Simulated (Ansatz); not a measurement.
Relaxation of Se

These are results of Ansatz, DFT PBEsol, scalar-relativistic, plane waves, PAW, not measurements. Settings: 420 eV cutoff, 12×12×8 k-mesh, Gaussian smearing of 0.02 eV, no spin polarisation.

What was changed: biaxial strain in the a-b plane, c and atoms relaxed: +6.0 %.

Command:

```bash
ansatz run input.yaml --threads 1 --pin off --max-ram 2560MiB --backend cpu --events-out ev --progress --plain --runs-dir out
```

Input:

```yaml
crystal:
  lattice:
    - [4.2807770944, 0.0, 0.0]
    - [-2.1403885472, 3.7072617117, 0.0]
    - [0.0, 0.0, 4.9370916982]
  atoms:
    - { symbol: Se, position: [0.2394868289, 0.0, 0.1666666667] }
    - { symbol: Se, position: [0.0, 0.2394868289, 0.8333333333] }
    - { symbol: Se, position: [0.7605131711, 0.7605131711, 0.5] }
basis:
  ecutwfc: 420
kpoints:
  mp_grid: { grid: [12, 12, 8] }
hamiltonian:
  xc: pbesol
scf:
  occupations: { method: gaussian, width: 0.02 }
output:
  forces: true
  stress: true
  eigenvalues: true
relax:
  adjacent_minimum: "off"
  f_tol: 0.008
  max_steps: 40
  cell: { stress_tol: 0.015, fix: [a, b, gamma] }
```

F is the free energy. Steps run on the plane waves of an earlier cell, but the last one, and at times one on the way, on a freshly chosen basis, so a repeated geometry can differ a little in energy. The held parts of the cell keep their stress, so P needn't end at zero.

Steps:

| step | F − F(1) (eV) | largest force component (eV/Å) | V (Å³/atom) | P (GPa) |
| --- | --- | --- | --- | --- |
| 1 | 0.0000 | 0.157 | 26.117 | -1.16 |
| 2 | -0.0043 | 0.032 | 26.392 | -0.98 |
| 3 | -0.0045 | 0.008 | 26.334 | -0.73 |
| 4 | -0.0045 | 0.000 | 26.347 | -0.78 |
| 5 | -0.0046 | 0.000 | 26.347 | -0.78 |

Relaxed structure:

```xyz
3
Lattice="4.2808 0.0000 0.0000 -2.1404 3.7073 0.0000 0.0000 0.0000 4.9805" Properties=species:S:1:pos:R:3 pbc="T T T"
Se    1.0056    0.0000    0.8301
Se   -0.5028    0.8709    4.1504
Se    1.6376    2.8364    2.4903
```

The structure is trigonal, space group P3_221 (No. 154). Conventional cell: a = 4.281 Å, b = 4.281 Å, c = 4.981 Å, α = 90.00°, β = 90.00°, γ = 120.00°. Se (site symmetry 2) is surrounded by 2 Se at 2.41 Å.

The run converged. The run took 3.8 min on 1 thread of Arm Neoverse N1, with other jobs on the host, peak memory 0.48 GiB.